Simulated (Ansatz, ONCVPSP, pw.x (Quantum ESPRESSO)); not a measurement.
## pw.x on fcc W: one setting changed

Potential: optimised norm-conserving Vanderbilt (ONCV), ONCVPSP 4.0.1.1 (patched build), PBE; core [Xe] 4f14, reference 5d4 6s1 6p1; waves: 6s: rc 2.58 bohr, ncon 3, nbas 6, qcut 2.6 1/bohr, 1 projector; 6p: rc 3.58 bohr, ncon 4, nbas 7, qcut 2.1 1/bohr, 2 projectors, debl 1.7 Ha; 5d: rc 2.78 bohr, ncon 3, nbas 7, qcut 6 1/bohr, 2 projectors, debl 2.7 Ha; local part: polynomial inside 2.10 bohr (lpopt 3, dvloc0 2 Ha); core correction: polynomial model core, fcfact 0.55.

The reference run (k-mesh 14³, cutoffs 50/200 Ry, Fermi–Dirac 0.01 Ry, mixing_beta 0.4, conv_thr 1e-9, no spin) gives -1.58 GPa at 16.478 Å³/atom, where all-electron LAPW gives -0.06 GPa. This run, with its own iteration cap, changes smearing to gauss.

```
&control
  calculation='scf', prefix='x', pseudo_dir='./', outdir='./tmp', tstress=.true., disk_io='none'
/
&system
  ibrav=0, nat=1, ntyp=1, ecutwfc=50, ecutrho=200, nbnd=10,
  occupations='smearing', smearing='gauss', degauss=0.01
/
&electrons
  conv_thr=1e-09, mixing_beta=0.4, electron_maxstep=50
/
ATOMIC_SPECIES
W 1.0 W.UPF
CELL_PARAMETERS angstrom
  0.00000000 2.01972156 2.01972156
  2.01972156 0.00000000 2.01972156
  2.01972156 2.01972156 0.00000000
ATOMIC_POSITIONS crystal
W 0.0000 0.0000 0.0000
K_POINTS automatic
14 14 14 0 0 0
```

```bash
pw.x < W.scf.in > W.scf.out
```

How does the run end?

It converges in 8 iterations; the free energy moves by +31.5 meV/atom and the pressure by -0.35 GPa. Gaussian smearing of the same width is narrower in effect than Fermi–Dirac, so its quadratic term in F is smaller.

```
Message from routine setup:
     using ibrav=0 with symmetry is DISCOURAGED, use correct ibrav instead
     lattice parameter (alat)  =       5.3977  a.u.
     unit-cell volume          =     111.1991 (a.u.)^3
     number of electrons       =         6.00
     number of Kohn-Sham states=           10
     kinetic-energy cutoff     =      50.0000  Ry
     charge density cutoff     =     200.0000  Ry
     scf convergence threshold =      1.0E-09
     Exchange-correlation= PBE
     number of k points=   104  Gaussian smearing, width (Ry)=  0.0100
     iteration #  1     ecut=    50.00 Ry     beta= 0.40
     total energy              =     -23.94701692 Ry
     estimated scf accuracy    <       0.07840332 Ry
     iteration #  2     ecut=    50.00 Ry     beta= 0.40
     total energy              =     -23.94287926 Ry
     estimated scf accuracy    <       0.01350204 Ry
     iteration #  3     ecut=    50.00 Ry     beta= 0.40
     total energy              =     -23.94527806 Ry
     estimated scf accuracy    <       0.00019936 Ry
     [... 2 iterations left out ...]
     iteration #  6     ecut=    50.00 Ry     beta= 0.40
     total energy              =     -23.94530213 Ry
     estimated scf accuracy    <          7.9E-09 Ry
     iteration #  7     ecut=    50.00 Ry     beta= 0.40
     total energy              =     -23.94530213 Ry
     estimated scf accuracy    <          1.8E-09 Ry
     iteration #  8     ecut=    50.00 Ry     beta= 0.40
     the Fermi energy is    14.5027 ev
!    total energy              =     -23.94530213 Ry
     estimated scf accuracy    <          6.7E-11 Ry
     smearing contrib. (-TS)   =      -0.00086595 Ry
     The total energy is F=E-TS. E is the sum of the following terms:
     one-electron contribution =      11.22672977 Ry
     hartree contribution      =       0.15199559 Ry
     xc contribution           =     -13.70053667 Ry
     ewald contribution        =     -21.62262488 Ry
     convergence has been achieved in   8 iterations
          total   stress  (Ry/bohr**3)                   (kbar)     P=      -19.33
     Message from routine punch:
     Nothing written, as per user request (disk_io='none')
```

The run took about 12 s on one core of a shared host (Neoverse-N1, 64 threads, 124 GiB, load 55).
